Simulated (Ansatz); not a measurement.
Structure: K2S built on the antifluorite prototype, at its r2SCAN minimum. Space group Fm-3m (No. 225), cubic; conventional cell a = 7.406 Å, 33.84 Å³ an atom. S is surrounded by 8 K at 3.21 Å; K is surrounded by 4 S at 3.21 Å.

The questions ask for values computed with the PAW code Ansatz on this geometry. (Simulation; spin polarisation is off.)

Given (6×6×6 mesh): With PBE the valence top lies at X and the conduction bottom at Γ, 2.38 eV higher; the smallest vertical gap, at Γ, is 2.58 eV.

Task: Estimate the gap with r2SCAN on 6×6×6.

Result: The r2SCAN gap is indirect, 2.75 eV (X to Γ), below the direct gap of 2.95 eV at Γ. The gap differs by +0.37 eV from PBE's.

Task: How does the gap change from PBE to PBE0 (4×4×4)?

Result: The PBE0 gap is indirect, 4.01 eV (X to Γ), below the direct gap of 4.19 eV at Γ. The gap differs by +1.63 eV from PBE's.

Task: How do the levels compare, in gap and in cost?

Result: Set against the finite-basis gap of 3.89 eV from G0W0@PBE (303 empty bands, 120 eV, 4×4×4), the closest functional is PBE0, which differs by +0.12 eV, at about 13 times r2SCAN's cost; G0W0 itself took about 18 times r2SCAN's cost. The others: HSE06 -0.58, r2SCAN -1.14, PBE -1.51 eV. The yardstick's own error is a tenth of an eV or more. r2SCAN covers 40 % of the step from PBE to HSE06, while HSE06 needs about 12 times r2SCAN's cost (on a coarser mesh). Among these functionals the gap stays indirect.

The meshes of the hybrids are coarse, so their gaps aren't converged to the digits shown.
